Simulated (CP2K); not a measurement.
Runs of CP2K 2026.2 on CdS (Greenockite). The structure is hexagonal, space group P6_3mc (No. 186). The conventional cell has a = 4.150 Å, b = 4.150 Å, c = 6.737 Å, α = 90.00°, β = 90.00°, γ = 120.00°. Cd (site symmetry 3m) has 4 S at 2.53 to 2.54 Å as nearest neighbours. S (site symmetry 3m) has 4 Cd at 2.53 to 2.54 Å as nearest neighbours. 

```csv
level,potentials or basis,spin,k points reduced by the point group,soc after scf,gap on the mesh (eV),pressure (GPa),largest force (eV/Å)
PBE,"GTH_POTENTIALS Cd GTH-PBE-q12, S GTH-PBE-q6; DZVP-MOLOPT-SR-GTH basis",off,yes,-,1.16,3.3,0.07
LDA,"GTH_SOC_POTENTIALS Cd GTH-PBE-q12, S GTH-PBE-q6; DZVP-MOLOPT-SR-GTH basis","SOC, no magnetisation",-,yes,-,-0.8,0.07
PBE,"GTH_SOC_POTENTIALS Cd GTH-PBE-q12, S GTH-PBE-q6; DZVP-MOLOPT-SR-GTH basis","SOC, no magnetisation",-,yes,-,3.3,0.07
LDA,"GTH_POTENTIALS Cd GTH-PBE-q12, S GTH-PBE-q6; DZVP-MOLOPT-SR-GTH basis",off,yes,-,(a),-0.8,0.07
```

Alike in all rows: task band structure; cell as given; k mesh 7 × 7 × 4; smearing fermi-dirac 0.05 eV.

**Question.** Estimate the missing entries.

**Answer.** (a) 0.88.

Caveats: the basis of atomic orbitals isn't converged, which shifts pressures, moduli and gaps; the potentials were made for another functional, which shifts forces and pressure (some runs).

A k mesh can miss the band edges, and rows without SOC leave out spin-orbit coupling on Cd.
